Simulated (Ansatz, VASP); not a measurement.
**Two plane-wave programs on NaF**

INCAR

```
SYSTEM = NaF
ALGO = Normal
EDIFF = 1E-6
ENCUT = 520
GGA = PE
ISIF = 2
ISMEAR = 0
LASPH = .True.
LCHARG = .False.
LREAL = .False.
LWAVE = .False.
NBANDS = 14
NELM = 80
PREC = Accurate
SIGMA = 0.05
```

KPOINTS

```
k-points
0
Gamma
  8 8 8
  0 0 0
```

Contents of POSCAR:

```
NaF
1.0
    0.0000000000      2.3233000000      2.2884505000
    2.3233000000      0.0000000000      2.2884505000
    2.3233000000      2.3233000000      0.0000000000
Na F
1 1
Direct
    0.0000000000      0.0000000000      0.0000000000
    0.5000000000      0.5000000000      0.5000000000
```

Input for Ansatz:

```yaml
crystal:
  lattice:
    - [0.0, 2.3233, 2.2884505]
    - [2.3233, 0.0, 2.2884505]
    - [2.3233, 2.3233, 0.0]
  atoms:
    - { symbol: Na, position: [0.0, 0.0, 0.0] }
    - { symbol: F, position: [0.5, 0.5, 0.5] }
basis:
  ecutwfc: 420
kpoints:
  mp_grid: { grid: [8, 8, 8] }
hamiltonian:
  xc: pbe
scf:
  occupations: { method: gaussian, width: 0.05 }
output:
  forces: true
  stress: true
  eigenvalues: true
```

Change from the starting cell: strain +0.000 along x and y, -0.015 along z, atoms carried along.

Alike in both runs: task single point; functional PBE; k mesh 8 × 8 × 8; occupations gaussian, width 0.05 eV; no spin polarisation.

|  | VASP | Ansatz |
| --- | --- | --- |
| version | VASP 6.6.1 | Ansatz 0.2.0 |
| potentials or method | VASP PAW PBE potentials, release 64 (Na_pv, F) | scalar-relativistic, plane waves, PAW |
| plane-wave cutoff (eV) | 520 | 420 |
| valence electrons in the cell | 14 | 16 |

Ansatz gave:

- gap on the k mesh at the Fermi level (eV): 6.35
- least direct gap on the mesh (eV): 6.35
- pressure (GPa): 2.5
- largest component of the traceless stress (GPa): 0.93

Q: Which values does VASP return?

A: gap on the k mesh at the Fermi level (eV): 6.34; least direct gap on the mesh (eV): 6.34; pressure (GPa): 2.4; largest component of the traceless stress (GPa): 0.96.

The two sets of potentials don't hold the same shells in valence.
